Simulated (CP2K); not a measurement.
Crystal: Nb.

```
Nb
1.0
     2.88205    0.00000    0.00000
    -0.96068    2.71722    0.00000
    -0.96068   -1.35861    2.35318
Nb
1
Cartesian
  0.0000 0.0000 0.0000
```

Base run:

- Program: CP2K 2026.2
- Functional: LDA
- Potentials or basis: POTENTIAL_UZH Nb GTH-PBE-q13; TZVP-MOLOPT-PBE-GTH basis
- Density cutoff: 9184 eV
- k mesh: 11 × 11 × 11
- Occupations: fermi-dirac, width 0.05 eV
- Spin: no spin polarisation

Its results: band gap on the k mesh none (metal or under the smearing width); pressure -9.6 GPa.

Question: After a change of settings the same cell gave: band gap on the k mesh none (metal or under the smearing width); pressure -3.1 GPa. Which change was it?
A. functional from LDA to revPBE
B. functional from LDA to TPSS
C. functional from LDA to PBEsol
D. functional from LDA to vdW-DF-cx

Answer: B.

Caveats: the potentials were made for another functional, which shifts forces and pressure; the basis of atomic orbitals isn't converged, which shifts pressures, moduli and gaps.

Runs at the PBE level aren't shown here.
